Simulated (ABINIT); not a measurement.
Set up this calculation in ABINIT 10.8.3 (patched build), as the native input.

```yaml
Task: band structure
Functional: PW91
Potentials_or_basis: JTH PAW PBE v2.0
Cutoff: 463 eV
k_mesh: 9 × 9 × 9
Occupations: fermi-dirac, width 0.05 eV
Spin: spin-orbit coupling, no magnetisation
Fine-grid_cutoff: 925.187 eV
Exchange_and_correlation_inside_the_PAW_spheres: full angular mesh (pawxcdev 0, this build's default; the released program takes 1)
```

The system is Pb.

```
Pb
1.0
     0.00000    2.47502    2.47502
     2.47502    0.00000    2.47502
     2.47502    2.47502    0.00000
Pb
1
Direct
  0.00000 0.00000 0.00000
```

These files were run (other wordings do the same):

run.abi

```
# Datasets: ground state, then fixed potential
ndtset 2

# Pseudopotentials
pp_dirpath "./"
pseudos "Pb.GGA_PBE-JTH.xml"

# Structure
acell 3*1.0
rprim
     0.0000000000     4.6771099530     4.6771099530
     4.6771099530     0.0000000000     4.6771099530
     4.6771099530     4.6771099530     0.0000000000
ntypat 1
znucl 82
natom 1
typat 1
xred
     0.0000000000     0.0000000000     0.0000000000

# Plane-wave basis
ecut 17.0
pawecutdg 34.0

# Exchange and correlation
ixc -109134

# Bands and occupations
occopt 3
tsmear 0.00183747

# Spin
nspinor 2
nspden 1
pawspnorb 1

# SCF cycle
nstep 100

# Output
iomode 3
prtwf 0
prteig 0
prtebands 0
enunit 2
prtden1 1

# Dataset 1
kptopt1 4
ngkpt1 9 9 9
nshiftk1 1
shiftk1 0.0 0.0 0.0
nband1 22
tolvrs1 1.0e-9

# Dataset 2: bands along G-X-W-K-G-L-U-W-L-K
iscf2 -2
getden2 1
nband2 30
nbdbuf2 2
tolwfr2 1.0e-12
kptopt2 -9
ndivsm2 5
prteig2 1
kptbounds2
     0.0000000000     0.0000000000     0.0000000000
     0.5000000000     0.0000000000     0.5000000000
     0.5000000000     0.2500000000     0.7500000000
     0.3750000000     0.3750000000     0.7500000000
     0.0000000000     0.0000000000     0.0000000000
     0.5000000000     0.5000000000     0.5000000000
     0.6250000000     0.2500000000     0.6250000000
     0.5000000000     0.2500000000     0.7500000000
     0.5000000000     0.5000000000     0.5000000000
     0.3750000000     0.3750000000     0.7500000000
```

Potentials or basis: JTH PAW PBE v2.0.

The run is started by

```sh
$ abinit run.abi > log 2>&1
```

It gave:

```
Band gap on the k mesh                                : none (metal or under the smearing width)
Valence electrons inside the program's atomic spheres : Pb 11.43 (radii [1.2714] Å)
```

Run time: 2.3 min on 1 thread of Intel(R) Xeon(R) 6975P-C (Granite Rapids), on a shared host, peak memory 0.15 GiB.
